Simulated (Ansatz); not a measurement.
# ZnS: the cost of one run

Computed with Ansatz 0.2.0 (DFT PBE, scalar-relativistic, plane waves, PAW, unless a step's input says otherwise).

2 further runs of the same task are left out: 1 that didn't finish, 1 set aside as unsound or not needed. Runs told in other sessions of the task aren't counted.

## Step 1: The system as given

The structure is hexagonal, space group P6_3mc (No. 186). Conventional cell: a = 3.845 Å, b = 3.845 Å, c = 6.305 Å, α = 90.00°, β = 90.00°, γ = 120.00°. Zn (site symmetry 3m) has 4 S at 2.36 Å in its first shell of neighbours. S (site symmetry 3m) is surrounded by 4 Zn at 2.36 Å.

As a file:

```cif
data_structure
_symmetry_space_group_name_H-M 'P6_3mc'
_symmetry_Int_Tables_number 186
_cell_length_a 3.8455
_cell_length_b 3.8455
_cell_length_c 6.3053
_cell_angle_alpha 90.000
_cell_angle_beta 90.000
_cell_angle_gamma 120.000
_cell_volume 80.75
loop_
_atom_site_label
_atom_site_type_symbol
_atom_site_symmetry_multiplicity
_atom_site_Wyckoff_symbol
_atom_site_fract_x
_atom_site_fract_y
_atom_site_fract_z
_atom_site_occupancy
Zn1 Zn 2 b 0.66667 0.33333 0.99478 1
S1 S 2 b 0.66667 0.33333 0.62022 1
```

It is built from the cell relaxed beforehand with the same method (20.19 Å³/atom).

## Step 2: Zero of energy

The cell is repeated 2 times, 8 atoms in all. The reference gives a free energy of -16890.9144 eV, pressure -0.01 GPa, largest force 0.001 eV/Å and gap on the mesh 2.08 eV. It was computed beforehand with the settings of the runs below.

## Step 3: Next: freezing in a mode

Mode 23 of the phonon run on this cell, counted from the lowest, is frozen in: each atom moves by x times its row below, so x is the largest displacement.

```
atom     ux     uy      uz
 Zn1  0.000  0.000  -0.114
 Zn2  0.000  0.000  -0.114
 Zn3  0.000  0.000   0.114
 Zn4  0.000  0.000   0.114
  S5  0.000  0.000   1.000
  S6  0.000  0.000   1.000
  S7  0.000  0.000  -1.000
  S8  0.000  0.000  -1.000
```

## Step 4: At x = -0.120 Å

Contents of input.yaml:

```yaml
crystal:
  lattice:
    - [-3.8454929876, 0.0, 0.0]
    - [0.0, 0.0, -6.3053333116]
    - [0.0, -6.6605892347, 0.0]
  atoms:
    - { symbol: Zn, position: [0.5, 0.9926175073, 0.166668007] }
    - { symbol: Zn, position: [0.0, 0.9926175073, 0.666668007] }
    - { symbol: Zn, position: [0.0, 0.4969429125, 0.3333346736] }
    - { symbol: Zn, position: [0.5, 0.4969429125, 0.8333346736] }
    - { symbol: S, position: [0.5, 0.6392512977, 0.1666639335] }
    - { symbol: S, position: [0.0, 0.6392512977, 0.6666639335] }
    - { symbol: S, position: [0.0, 0.1011882825, 0.3333306001] }
    - { symbol: S, position: [0.5, 0.1011882825, 0.8333306001] }
basis:
  ecutwfc: 420
kpoints:
  mp_grid: { grid: [8, 4, 4] }
hamiltonian:
  xc: pbe
scf:
  occupations: { method: gaussian, width: 0.05 }
output:
  forces: true
  stress: true
  eigenvalues: true
```

Command:

```bash
$ ansatz run input.yaml --threads 2 --pin off --max-ram 5120MiB --backend cpu --events-out ev --progress --plain --runs-dir out
```

**Question.** How long does this run take on 2 threads of AMD EPYC 7R43 (Zen 3), shared host, and how much memory does it need?

About 24 s, with a peak of 0.58 GiB.
